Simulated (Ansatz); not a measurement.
Method: Ansatz 0.2.0, DFT PBE, scalar-relativistic, plane waves, PAW. All cells share a 420 eV cutoff and Γ-centred k meshes spaced at most about 0.3 Å⁻¹ (about 0.25 or finer for metals, 2π included). No spin polarisation in the final relaxations.

All energies are static (0 K, no zero-point motion).

Compare these two cells of Li, each relaxed at this level.

A.

```
Li
1.0
     2.64418   -1.52543    0.00000
     2.64418    1.52543    0.00000
    -1.67523    0.00000    7.51457
Li
3
Direct
  0.00000 0.00000 0.50000
  0.22232 0.22232 0.16669
  0.77768 0.77768 0.83331
```

B.

```
Li
1.0
     3.05387    0.00000    0.00000
    -1.52693    2.64473    0.00000
     0.00000    0.00000   10.01260
Li
4
Cartesian
  0.0000 0.0000 5.0063
  1.5269 0.8816 2.5032
  0.0000 1.7632 7.5095
  0.0000 0.0000 0.0000
```

Problem. Which would you expect to be lower, and how large is the difference?

Solution. They are level within the accuracy (under 1 meV/atom apart). A has space group C2/m (No. 12), 20.2 Å³/atom and no gap on its mesh; B has the dhcp type, space group P6_3/mmc (No. 194), 20.2 Å³/atom and no gap. Counting all near atoms (those within 1.25 times the shortest distance at each site), A and B both have Li 12. Both come from invented guesses. The part of the Crystallography Open Database at hand lists Li in space groups No. 166, 191, 194, 225, 229; sharing a group (P6_3/mmc) doesn't make a cell the listed structure.

The k mesh leaves some 4 meV/atom of noise in the energy of each metallic cell. Cells relaxed within their symmetry can be saddle points.
